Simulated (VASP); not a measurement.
# InAs: As into a neighbouring As vacancy, part 2 of 4

Aim: the barrier for one hop in InAs: As into a neighbouring As vacancy. The start is a cell from a database of measured crystal structures.

VASP 6.6.1; PBE; plane waves and PAW (In, As).

So far. Step 2 (Relax the host): The run ended after 3 ionic steps, 0.076 eV below its first step, once forces and stress met EDIFFG = -0.02. Step 3 (Relax the host again, on a new basis): The run ended after 2 ionic steps, 0.000 eV below its first step, once forces and stress met EDIFFG = -0.02.

The database entry behind the starting cell differs from later determinations by our own check (about 0.4 % short), so it need not match the best structure at ambient conditions.

### Step 4. Relax the start

System of this step: In8As7. The cell holds 15 atoms: 8 In and 7 As. Its edges and angles: a = 8.793 Å, b = 8.793 Å, c = 8.793 Å, α = 60.0°, β = 60.0°, γ = 60.0°. It derives from InAs. Nearest the centre at fractional (0.375, 0.375, 0.625): In8 at 1.57 Å, As9 at 2.13 Å, In3 at 3.46 Å, In6 at 3.47 Å, In4 at 3.47 Å, In5 at 3.48 Å, As11 at 3.79 Å, As10 at 3.81 Å.

A path needs two true minima; the start is relaxed with symmetry off.

INCAR reads:

```
SYSTEM = In8As7
PREC = Normal
ENCUT = 280
EDIFF = 1E-05
NELM = 120
ISMEAR = 1
SIGMA = 0.15
LREAL = Auto
ALGO = Fast
GGA = PE
NBANDS = 44
LORBIT = 11
LWAVE = .FALSE.
LCHARG = .FALSE.
NCORE = 5
IBRION = 2
NSW = 60
ISIF = 2
EDIFFG = -0.05
POTIM = 0.4
MAXMIX = 40
ISYM = 0
```

POSCAR reads:

```
In8As7
1.0
    0.0000000000      6.2178014454      6.2178014454
    6.2178014454      0.0000000000      6.2178014454
    6.2178014454      6.2178014454      0.0000000000
In As
8 7
Direct
    0.0012970357     -0.0002341613      0.0013457574
    0.0042698174     -0.0028340219      0.4986423241
    0.0023845144      0.4987881586     -0.0005153068
    0.0004519326      0.5013066085      0.4996394895
    0.5001470372     -0.0016978082     -0.0006710486
    0.4986304148      0.0004288772      0.5014973541
    0.5008569884      0.4991692015     -0.0016842656
    0.5041435724      0.4990946279      0.5000188758
    0.3760411673      0.3733966659      0.8678826874
    0.3763721174      0.8743269141      0.3743150805
    0.3691981671      0.8795872396      0.8772249392
    0.8738211183      0.3783116721      0.3782590478
    0.8734454247      0.3770932375      0.8712534245
    0.8717519181      0.8760504348      0.3743002168
    0.8734383903      0.8762455174      0.8735227490
```

KPOINTS reads:

```
Automatic mesh
0
Gamma
3 3 3
0 0 0
```

The projector-augmented-wave data sets are In and As (PBE family, release 64).

Run with:

```bash
> mpirun -np 5 vasp_std
```

The log of the run:

```text
[banner, memory and clock lines left out]
running    5 mpi-ranks, on    1 nodes
 distrk:  each k-point on    5 cores,    1 groups
 distr:  one band on    5 cores,    1 groups

 POSCAR found type information on POSCAR InAs
 POSCAR found :  2 types and      15 ions
 [... a notice as in an earlier step ...]

 LDA part: xc-table for (Slater+PW92), standard interpolation
 POSCAR, INCAR and KPOINTS ok, starting setup
 FFT: planning ... GRIDC
 FFT: planning ... GRID_SOFT
 FFT: planning ... GRID
 WAVECAR not read
 entering main loop
       N       E                     dE             d eps       ncg     rms          rms(c)
DAV:   1     0.174188836229E+03    0.17419E+03   -0.13647E+04  1232   0.622E+02
DAV:   2    -0.380552262461E+02   -0.21224E+03   -0.20437E+03  1516   0.127E+02
DAV:   3    -0.562837464790E+02   -0.18229E+02   -0.17989E+02  1536   0.395E+01
DAV:   4    -0.566622410457E+02   -0.37849E+00   -0.37696E+00  1568   0.639E+00
DAV:   5    -0.566681542672E+02   -0.59132E-02   -0.59104E-02  1524   0.787E-01    0.114E+01
RMM:   6    -0.548255010255E+02    0.18427E+01   -0.27043E+00  1232   0.359E+00    0.639E+00
RMM:   7    -0.546439123759E+02    0.18159E+00   -0.28486E+00  1232   0.353E+00    0.167E+00
RMM:   8    -0.546235196836E+02    0.20393E-01   -0.55521E-01  1232   0.203E+00    0.554E-01
RMM:   9    -0.546005309019E+02    0.22989E-01   -0.70937E-02  1239   0.784E-01    0.268E-01
RMM:  10    -0.546039494777E+02   -0.34186E-02   -0.24221E-02  1243   0.383E-01    0.201E-01
RMM:  11    -0.546026772764E+02    0.12722E-02   -0.74226E-03  1232   0.243E-01    0.429E-02
RMM:  12    -0.546027392637E+02   -0.61987E-04   -0.79967E-04  1256   0.935E-02    0.410E-02
RMM:  13    -0.546027060164E+02    0.33247E-04   -0.82897E-05  1201   0.323E-02    0.285E-02
RMM:  14    -0.546026676726E+02    0.38344E-04   -0.14010E-04  1232   0.287E-02    0.614E-03
RMM:  15    -0.546026722364E+02   -0.45638E-05   -0.32702E-05   954   0.149E-02
   1 F= -.54602672E+02 E0= -.54593855E+02  d E =-.546027E+02
 curvature:   0.00 expect dE= 0.000E+00 dE for cont linesearch  0.000E+00
 trial: gam= 0.00000 g(F)=  0.623E-01 g(S)=  0.000E+00 ort = 0.000E+00 (trialstep = 0.100E+01)
 search vector abs. value=  0.623E-01
 bond charge predicted
       N       E                     dE             d eps       ncg     rms          rms(c)
DAV:   1    -0.546470760150E+02   -0.44408E-01   -0.77463E-01  1376   0.286E+00    0.397E-01
RMM:   2    -0.546516325755E+02   -0.45566E-02   -0.56596E-02  1232   0.720E-01    0.167E-01
RMM:   3    -0.546526834285E+02   -0.10509E-02   -0.77929E-03  1239   0.289E-01    0.115E-01
RMM:   4    -0.546523636473E+02    0.31978E-03   -0.12413E-03  1234   0.120E-01    0.119E-01
RMM:   5    -0.546522536119E+02    0.11004E-03   -0.59889E-04  1235   0.691E-02    0.795E-02
RMM:   6    -0.546522692359E+02   -0.15624E-04   -0.10487E-04  1270   0.324E-02    0.479E-02
RMM:   7    -0.546522712404E+02   -0.20045E-05   -0.20804E-05   866   0.143E-02
   2 F= -.54652271E+02 E0= -.54643129E+02  d E =-.495990E-01
[...]
3 F= -.54679139E+02 E0= -.54669861E+02  d E =-.764669E-01
[...]
4 F= -.54684451E+02 E0= -.54675326E+02  d E =-.531205E-02
[...]
5 F= -.54688507E+02 E0= -.54679811E+02  d E =-.936783E-02
[...]
6 F= -.54691638E+02 E0= -.54683425E+02  d E =-.313073E-02
[...]
7 F= -.54694236E+02 E0= -.54687401E+02  d E =-.572923E-02
[...]
8 F= -.54694260E+02 E0= -.54687239E+02  d E =-.575301E-02
 curvature:  -3.74 expect dE=-0.173E-02 dE for cont linesearch -0.329E-05
 trial: gam= 0.15485 g(F)=  0.463E-03 g(S)=  0.000E+00 ort = 0.514E-04 (trialstep = 0.250E+01)
 search vector abs. value=  0.551E-03
 bond charge predicted
       N       E                     dE             d eps       ncg     rms          rms(c)
DAV:   1    -0.546946631066E+02   -0.40513E-03   -0.43675E-02  1296   0.683E-01    0.803E-02
RMM:   2    -0.546948972863E+02   -0.23418E-03   -0.28904E-03  1232   0.163E-01    0.370E-02
RMM:   3    -0.546949399033E+02   -0.42617E-04   -0.39990E-04  1237   0.663E-02    0.237E-02
RMM:   4    -0.546949419514E+02   -0.20481E-05   -0.60726E-05  1143   0.272E-02
   9 F= -.54694942E+02 E0= -.54688099E+02  d E =-.681936E-03
 trial-energy change:   -0.000682  1 .order   -0.000657   -0.001177   -0.000138
 step:   2.8299(harm=  2.8299)  dis= 0.00410  next Energy=   -54.694927 (dE=-0.667E-03)
 reached required accuracy - stopping structural energy minimisation
```

It took 35 s on 5 MPI ranks of AMD EPYC 9R45, shared host; peak memory 0.58 GiB; 2.9 min of CPU time.

OUTCAR, selected parts (step 4):

```text
 Found     14 irreducible k-points:

   k-points           NKPTS =     14   k-points in BZ     NKDIM =     14   number of bands    NBANDS=     44

   dimension x,y,z NGX =    36 NGY =   36 NGZ =   36
   dimension x,y,z NGXF=    72 NGYF=   72 NGZF=   72

   ENCUT  =  280.0 eV  20.58 Ry    4.54 a.u.  12.00 12.00 12.00*2*pi/ulx,y,z

   NELECT =      59.0000    total number of electrons

 E-fermi :   2.5342

 k-point     1 :       0.0000    0.0000    0.0000
  band No.  band energies     occupation
    ...
     26       1.4191      2.00000
     27       1.9717      2.00000
     28       1.9720      2.00000
     29       1.9784      2.00000
     30       2.2838      2.03978
     31       3.0410     -0.00002
     32       3.0456     -0.00002
     33       3.0479     -0.00001
     34       3.7949     -0.00000
     35       3.9887     -0.00000
    ...

 k-point     2 :       0.3333    0.0000    0.0000
  band No.  band energies     occupation
    ...
     26       1.3045      2.00000
     27       1.3132      2.00000
     28       1.8017      2.00000
     29       1.8054      2.00000
     30       2.5545      0.77355
     31       3.5312     -0.00000
     32       3.7967     -0.00000
     33       3.8058     -0.00000
     34       3.8401     -0.00000
     35       4.3432     -0.00000
    ...

  Total       -1.7267464     -1.6994348     -1.6924291      0.0992822     -0.0039945      0.0305211
  in kB       -5.7543809     -5.6633650     -5.6400185      0.3308578     -0.0133115      0.1017114
  external PRESSURE =      -5.6859215 kB  Pullay stress =       0.0000000 kB

  energy-cutoff  :      280.00
  volume of cell :      480.77
      direct lattice vectors                 reciprocal lattice vectors
     0.000000000  6.217801445  6.217801445    -0.080414276  0.080414276  0.080414276
     6.217801445  0.000000000  6.217801445     0.080414276 -0.080414276  0.080414276
     6.217801445  6.217801445  0.000000000     0.080414276  0.080414276 -0.080414276

 POSITION                                       TOTAL-FORCE (eV/Angst)
 -----------------------------------------------------------------------------------
      0.00748      6.21112      6.21573        -0.007076      0.015932     -0.005423
      9.31857      3.10642      6.21868         0.001044     -0.006864     -0.004546
      9.32502     12.42721      9.32492         0.012546     -0.006561     -0.000605
      6.17430      3.15399      3.16238        -0.015351     -0.001168     -0.002938
     12.42566      9.32599      9.32516         0.003970      0.008699     -0.004398
      3.15917      6.17267      3.14712        -0.012510     -0.005990      0.009056
      3.12886      3.12339      6.18308         0.001487      0.003974      0.016345
      6.17982      6.19121      6.19925         0.022972      0.005144      0.000167
      7.76276      7.76440      4.65582         0.005139     -0.000714     -0.010629
      7.76912      4.66123      7.77612         0.004326     -0.006592     -0.002096
     10.88483      7.76805      7.76545         0.004031     -0.006219      0.007849
      4.65684      7.77748      7.78060        -0.002528     -0.004560     -0.008023
      7.77279     10.87452      7.77221        -0.003739      0.003588      0.002046
      7.77590      7.76645     10.87930        -0.003636      0.003103     -0.002827
     10.87906     10.87874     10.88411        -0.010676     -0.001774      0.006021
 -----------------------------------------------------------------------------------
    total drift:                               -0.003052      0.019015      0.005845

  FREE ENERGIE OF THE ION-ELECTRON SYSTEM (eV)
  ---------------------------------------------------
  free  energy   TOTEN  =       -54.6949419514 eV

  energy  without entropy=      -54.6744145107  energy(sigma->0) =      -54.68809947

 total charge
# of ion       s       p       d       tot
------------------------------------------
    1        1.202   1.272   0.175   2.649
    2        1.202   1.271   0.175   2.648
    3        1.202   1.271   0.175   2.649
    4        1.283   1.005   0.120   2.408
    5        1.202   1.272   0.175   2.649
    6        1.282   1.007   0.120   2.409
    7        1.279   1.019   0.122   2.421
    8        1.279   1.017   0.122   2.419
    9        1.238   1.502   0.016   2.756
   10        1.238   1.501   0.016   2.755
   11        1.238   1.501   0.016   2.756
   12        1.238   1.501   0.016   2.755
   13        1.238   1.501   0.016   2.755
   14        1.239   1.500   0.016   2.754
   15        1.231   1.520   0.015   2.767
--------------------------------------------------
tot         18.594  19.659   1.295  39.548

[... 1 part as in an earlier step ...]

[... 7 further parts left out ...]
```

CONTCAR:

```
In8As7
   1.00000000000000
     0.0000000000000000    6.2178014454000001    6.2178014454000001
     6.2178014454000001    0.0000000000000000    6.2178014454000001
     6.2178014454000001    6.2178014454000001    0.0000000000000000
  In              As
     8     7
Direct
     0.9986942706698869    0.0009731164258057    0.0002303663295855
     0.0005248070133537    0.9996159138029583    0.4990761647170807
     0.9993176268078943    0.5003965082604336    0.9993322211380238
     0.0114241163234316    0.4971767333507155    0.4958269066472849
     0.5006181488328537    0.9991336436554011    0.9992670792268737
     0.4954018032443815    0.0107456140232169    0.4973392529702620
     0.4967682498433712    0.4976468946567074    0.0055626734448770
     0.4994240351685281    0.4975916834747263    0.4962995944855589
     0.3745261003088585    0.3742623868572334    0.8742115834148662
     0.3753916424306593    0.8752297316441220    0.3742664820794883
     0.3738198655315291    0.8750858100937051    0.8755051087756236
     0.8766149694162142    0.3747272756101858    0.3742259642506212
     0.8744202401619621    0.3755727920638298    0.8745130873971865
     0.8740915902701841    0.8756110330580033    0.3749752068924599
     0.8752121500769035    0.8752640267229636    0.8743996333302133
```

This run has no spin polarisation. Its electron count is odd, so without a moment it is a metal by construction.

Step by step:

| step | energy less that of the first step (eV) | largest force (eV/Å) |
| --- | --- | --- |
| 1 | 0.0000 | 0.5827 |
| 2 | -0.0496 | 0.3554 |
| 3 | -0.0765 | 0.1517 |
| 4 | -0.0818 | 0.1200 |
| 5 | -0.0858 | 0.0900 |
| 6 | -0.0890 | 0.0556 |
| 7 | -0.0916 | 0.0578 |
| 8 | -0.0916 | 0.0524 |
| 9 | -0.0923 | 0.0235 |

The atoms that moved most (Å):

| atom | dx | dy | dz | length |
| --- | --- | --- | --- | --- |
| In4 | -0.049 | 0.045 | 0.043 | 0.079 |
| In6 | 0.038 | -0.046 | 0.044 | 0.074 |
| In8 | -0.032 | -0.052 | -0.039 | 0.073 |
| As9 | 0.045 | 0.030 | -0.004 | 0.054 |
| In7 | 0.036 | 0.020 | -0.035 | 0.054 |
| As12 | -0.047 | -0.008 | -0.005 | 0.048 |
| As11 | -0.039 | 0.018 | 0.001 | 0.043 |
| As13 | 0.011 | 0.026 | -0.003 | 0.029 |

The relaxed structure:

```cif
data_structure
_symmetry_space_group_name_H-M 'P 1'
_symmetry_Int_Tables_number 1
_cell_length_a 8.7933
_cell_length_b 8.7933
_cell_length_c 8.7933
_cell_angle_alpha 60.000
_cell_angle_beta 60.000
_cell_angle_gamma 60.000
_cell_volume 480.77
loop_
_atom_site_label
_atom_site_type_symbol
_atom_site_fract_x
_atom_site_fract_y
_atom_site_fract_z
_atom_site_occupancy
In1 In 0.99869 0.00097 0.00023 1
In2 In 0.00052 0.99962 0.49908 1
In3 In 0.99932 0.50040 0.99933 1
In4 In 0.01142 0.49718 0.49583 1
In5 In 0.50062 0.99913 0.99927 1
In6 In 0.49540 0.01075 0.49734 1
In7 In 0.49677 0.49765 0.00556 1
In8 In 0.49942 0.49759 0.49630 1
As9 As 0.37453 0.37426 0.87421 1
As10 As 0.37539 0.87523 0.37427 1
As11 As 0.37382 0.87509 0.87551 1
As12 As 0.87661 0.37473 0.37423 1
As13 As 0.87442 0.37557 0.87451 1
As14 As 0.87409 0.87561 0.37498 1
As15 As 0.87521 0.87526 0.87440 1
```

Numbers from this step:

| Property | Result |
| --- | --- |
| electronic cycles | 56 |
| electrons | 59 |
| free energy (TOTEN) | -54.6949 eV |
| energy at zero smearing | -54.6881 eV |
| Fermi energy | 2.534 eV |

The run ended after 9 ionic steps, 0.092 eV below its first step, once the forces on the free atoms met EDIFFG = -0.05.

(Part 2 of 4 ends here.)

[Lines on the potential files, build, host, timing and source positions are cut from VASP's logs without a mark.]

[Logs are printed without paths, hosts, clocks, repeated set-up lines and the standing remarks that a program may print on its own settings, such as how far it seeks lower states.]

[Hosts, paths, dates, database ids (printed as entryN), source tags and the programs' standing remarks are cut or masked in the printed files.]

[Runs that stopped without an error message from VASP are left out.]
